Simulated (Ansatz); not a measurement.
**Au under changes of volume**

One of the cells (16.855 Å³/atom); the others are scaled copies at fixed shape and fractional positions:

```
Au
1.0
     0.00000    2.03500    2.03500
     2.03500    0.00000    2.03500
     2.03500    2.03500    0.00000
Au
1
Cartesian
  0.0000 0.0000 0.0000
```

* Program: Ansatz 0.2.0
* Functional: r2SCAN
* Dispersion: rVV10
* Potentials or basis: Ansatz PAW
* Cutoff: 500 eV (not typed: the program's choice for these potentials)
* k mesh: 11 × 11 × 11
* Occupations: fermi-dirac, width 0.05 eV
* Spin: no spin polarisation

```tsv
volume (Å³/atom)	energy over the lowest point (meV/atom)	pressure (GPa)
15.843	70.47	17.9
16.181	38.39	12.6
16.518	?	?
16.855	4.35	3.9
17.192	0.00	0.3
17.529	2.70	-2.8
17.866	11.59	-5.6
```

Question: What does the run at 16.518 Å³/atom give?

Answer: Energy over the lowest point 16.78 meV/atom; pressure 7.9 GPa.

Worked out: A Birch-Murnaghan fit of order 3 (a polynomial in V^(-2/3)) to the other rows has its minimum at 17.23 Å³/atom with B0 = V·E''(V) = 169 GPa and B' = 5.6. It gives 16.80 meV/atom at 16.518 Å³/atom, against the run's 16.78, and -dE/dV = 8.0 GPa, against 7.9.

Energies are extrapolated to zero smearing.

Caveats: the PAW data sets come from PBE, with cores solved anew for the run's functional, which leaves a small shift of forces and pressure.
